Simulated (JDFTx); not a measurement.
# GaAs: equation of state with LDA

The system is GaAs.

```xyz
2
Lattice="0.0000 2.8268 2.8268 2.8268 0.0000 2.8268 2.8268 2.8268 0.0000" Properties=species:S:1:pos:R:3 pbc="T T T"
As    4.2403    4.2403    4.2403
Ga    0.0000    0.0000    0.0000
```

```yaml
Program: JDFTx 1.7.0 (patched build)
Task: equation of state
Functional: LDA
Potentials_or_basis: PseudoDojo-SR-LDA-0.4.1-standard
Cutoff: 1088 eV
Density_cutoff: 8708 eV
k_mesh: 8 × 8 × 8
Occupations: fermi-dirac, width 0.05 eV
Spin: no spin polarisation
```

```
Equilibrium volume                      : 21.96 Å³/atom
Bulk modulus                            : 74 GPa
Pressure derivative of the bulk modulus : 5.1
```

Energy against volume, from the lowest point:
| volume (Å³/atom) | energy (meV/atom) |
| --- | --- |
| 21.234 | 5.68 |
| 21.686 | 0.52 |
| 22.138 | 0.00 |
| 22.590 | 3.63 |
| 23.041 | 10.87 |
| 23.493 | 21.31 |
| 23.945 | 34.59 |

LDA usually gives volumes a few per cent too small. Zero-point motion and thermal expansion aren't in these numbers.
